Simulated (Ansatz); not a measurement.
# Na (hcp type): a single-point run

The task is a single-point run on Na (hcp type). The structure is shown as the input types it.

Program: Ansatz 0.2.0. Level of theory: DFT, PBE, all-electron LAPW, scalar-relativistic. These are calculated values, not measurements.

## 1. Starting point

The structure is hexagonal, space group P6_3/mmc (No. 194). The conventional cell has a = 3.698 Å, b = 3.698 Å, c = 6.009 Å, α = 90.00°, β = 90.00°, γ = 120.00°. Na (site symmetry -6m2) is surrounded by 12 Na at 3.69 to 3.70 Å.

Coordinates:

```
Na
1.0
     3.69791    0.00000    0.00000
    -1.84895    3.20248    0.00000
     0.00000    0.00000    6.00920
Na
2
Direct
  0.33333 0.66667 0.25000
  0.66667 0.33333 0.75000
```

## 2. Input and run

input.yaml reads:

```yaml
crystal:
  lattice:
    - [3.6979050863, 0.0, 0.0]
    - [-1.8489525431, 3.2024797456, 0.0]
    - [0.0, 0.0, 6.0092040701]
  atoms:
    - { symbol: Na, position: [0.3333333333, 0.6666666667, 0.25] }
    - { symbol: Na, position: [0.6666666667, 0.3333333333, 0.75] }
kpoints:
  mp_grid: { grid: [12, 12, 7] }
scf:
  occupations: { method: fermi_dirac, width: 0.08 }
  mixing: { algorithm: anderson, beta: 1.0, ndim: 1, preconditioner: none }
  max_iter: 75
hamiltonian:
  xc: pbe
  pseudopotentials: { kind: all_electron, lapw: { basis_error: 0.00025 } }
output:
  forces: true
  stress: true
  eigenvalues: true
```

Started as:

```bash
$ ansatz run input.yaml --threads 1 --pin off --max-ram 2048MiB --backend cpu --events-out ev --progress --plain --runs-dir out
```

**Question.** How will this run end, and is anything wrong with its input?

The run converged and reported no error. Convergence says nothing about whether the input makes sense.

In the input, scf.mixing.algorithm is anderson; scf.mixing.beta is 1.0; scf.mixing.ndim is 1; scf.mixing.preconditioner is none. What could go wrong: mixing too aggressive. Here it converged all the same; such a setting changes the road, not the converged state. Several mixing settings were changed at once, so this run can't tell how much each is to blame.

Run again and compare: delete scf.mixing.algorithm, scf.mixing.beta, scf.mixing.ndim and scf.mixing.preconditioner (the default then holds).
